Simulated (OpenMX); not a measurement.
Crystal: CsPbCl3.

```xyz
5
Lattice="5.6050 0.0000 0.0000 0.0000 5.6050 0.0000 0.0000 0.0000 5.6050" Properties=species:S:1:pos:R:3 pbc="T T T"
Pb    2.8025    2.8025    2.8025
Cs    0.0000    0.0000    0.0000
Cl    2.8025    0.0000    2.8025
Cl    0.0000    2.8025    2.8025
Cl    2.8025    2.8025    0.0000
```

* Program: OpenMX 3.8.5
* Task: single point
* Functional: PBE
* Potentials or basis: OpenMX 2013 PBE set, Pb8.0-s3p2d2f1, Cs12.0-s3p2d2, Cl7.0-s2p2d1f1, grid cutoff 500 Ry
* k mesh: 5 × 5 × 5
* Occupations: fermi-dirac, width 0.05 eV
* Spin: no spin polarisation

On this cell: pressure 2.0 GPa; largest force zero by symmetry; band gap on the k mesh 2.94 eV, direct.

The same run follows on a disturbed copy (atoms moved at random, drawn with an rms of 0.05 Å):

```xyz
5
Lattice="5.6050 0.0000 0.0000 0.0000 5.6050 0.0000 0.0000 0.0000 5.6050" Properties=species:S:1:pos:R:3 pbc="T T T"
Pb    2.7677    2.7951    2.8029
Cs   -0.0388    0.0045    0.0052
Cl    2.7867    0.0181    2.8339
Cl   -0.0175    2.8059    2.8068
Cl    2.8104    2.8212    0.0149
```

Problem. What does the disturbed cell give?

Solution. The energy moves by +0.4 meV/atom; pressure 2.0 GPa; largest force 0.106 eV/Å; band gap on the k mesh 2.91 eV, direct.

Forces in eV/Å, atoms in the order of the input:
```
Pb   0.054  0.080  0.045
Cs   0.002  0.001  0.000
Cl  -0.001 -0.082 -0.001
Cl  -0.052  0.001 -0.001
Cl  -0.001  0.000 -0.045
```

Caveats: spin-orbit coupling is left out, which as a rule narrows the gap of such compounds by several tenths of an eV; an odd mesh through Γ misses points on the zone boundary, where band edges often lie; the basis of atomic orbitals isn't converged, which shifts pressures, moduli and gaps.
